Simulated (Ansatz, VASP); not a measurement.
**MoS2: VASP beside Ansatz**

```
Mo S
1.0
     3.16900    0.00000    0.00000
    -1.58450    2.74443    0.00000
     0.00000    0.00000   12.32400
Mo S
2 4
Direct
  0.66667 0.33333 0.75000
  0.33333 0.66667 0.25000
  0.66667 0.33333 0.37700
  0.33333 0.66667 0.87700
  0.66667 0.33333 0.12300
  0.33333 0.66667 0.62300
```

Alike in both runs: functional LDA; k mesh 10 × 10 × 3; occupations fermi-dirac, width 0.05 eV; no spin polarisation; Hubbard terms Mo d U = 3.0 eV.

|  | VASP | Ansatz |
| --- | --- | --- |
| version | VASP 6.6.1 | Ansatz 0.2.0 |
| potentials or method | VASP PAW LDA potentials, release 64 (Mo_sv, S) | Ansatz PAW |
| plane-wave cutoff (eV) | 520 | 420 |
| valence electrons in the cell | 52 | 52 |
| task | single point | projected density of states |

VASP gave:

| Property | Result |
| --- | --- |
| gap on the k mesh at the Fermi level (eV) | 0.88 |
| least direct gap on the mesh (eV) | 1.82 |
| pressure (GPa) | -3.8 |
| largest component of the traceless stress (GPa) | 0.39 |
| rms of the force components (eV/Å) | 0.126 |

Task: Which values does Ansatz return?

Result: gap on the k mesh at the Fermi level (eV): 0.92; least direct gap on the mesh (eV): 1.75; pressure (GPa): -5.7; largest component of the traceless stress (GPa): 0.20; rms of the force components (eV/Å): 0.231.

The programs project onto different local orbitals, so the same U acts differently. Atom by atom the forces differ by 0.106 eV/Å (rms over components).

Caveats: an odd mesh through Γ misses points on the zone boundary, where band edges often lie (VASP); odd divisions of the mesh miss points on the zone boundary, where band edges often lie, so the gap on the mesh can be too wide (Ansatz); the PAW data sets come from PBE, with cores solved anew for the run's functional, which leaves a small shift of forces and pressure (Ansatz); the density of states is complete only up to the lowest level of the last band computed (Ansatz).
